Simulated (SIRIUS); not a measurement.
Crystal: Ge.

```
Ge
1.0
     1.39715   -2.60052    0.00000
     1.39715    2.60052    0.00000
     0.00000    0.00000    2.69823
Ge
1
Cartesian
  1.3971 0.0000 0.0000
```

This isn't the form of Ge at room conditions, which is diamond.

Program: SIRIUS 7.10.0. Alike in all runs: task single point; potentials or basis PseudoDojo 0.4.1 PBE standard (scalar relativistic); no spin polarisation; cell as given; k mesh 9 × 9 × 8; cutoff (eV) 1078; smearing fermi-dirac 0.05 eV.

Problem. Order these runs on this cell by their pressure, lowest first.
A. level RGE2; libxc names ["XC_GGA_X_RGE2", "XC_GGA_C_RGE2"]
B. level revPBE; libxc names ["XC_GGA_X_PBE_R", "XC_GGA_C_PBE"]
C. level BLYP; libxc names ["XC_GGA_X_B88", "XC_GGA_C_LYP"]
D. level N12; libxc names ["XC_GGA_X_N12", "XC_GGA_C_N12"]

Solution. D (-5.9 GPa), A (-3.0 GPa), B (0.8 GPa), C (5.1 GPa).

Caveats: the potentials were made for another functional, which shifts forces and pressure.

Runs at the PBE level aren't shown here.
